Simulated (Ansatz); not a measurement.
**ZrSi₃O₈: computed properties**

The calculation used DFT PBE, scalar-relativistic, plane waves, PAW (Ansatz 0.2.0).

Settings: cutoff 420 eV, Γ-centred mesh 4×4×4 on the computed 12-atom cell, Gaussian smearing of 0.02 eV; no spin polarisation.

The structure is relaxed at this level of theory with its symmetry kept, and needn't be the ground state of this composition.

Space group C2 (No. 5), monoclinic, a = 7.525 Å, b = 7.661 Å, c = 7.607 Å, β = 90.0°. Around Zr lie 4 O at 1.95–1.96 Å; Si on a site of symmetry 2 has 4 O at 1.63 Å; Si on a site of symmetry 1 has 4 O at 1.63–1.64 Å; O on its first site is surrounded by 1 Si at 1.63 Å and 1 Zr at 1.96 Å; O on its second site has 2 Si at 1.63 Å; O on its third site is surrounded by 2 Si at 1.63 Å; 1 more site not described.

- Volume per atom: 123.3 bohr³
- Formation energy from the elements' standard states (uncorrected): -2.870 eV/atom
- Kohn–Sham band gap: 5.19 eV
- Orbital (Löwdin) character of the top 1 eV of the valence band: O 2p 95 %
- Orbital (Löwdin) character of the lowest 1 eV of the conduction band: Zr 4d 68 %, O 2p 13 %, Zr 5s 7 %, unprojected 4 %

The cell was found from a structure generator's guess, not taken from experiment. Kohn–Sham gaps at this level usually fall short of measured ones. Löwdin shares on free-atom orbitals overweight diffuse shells in the empty bands.
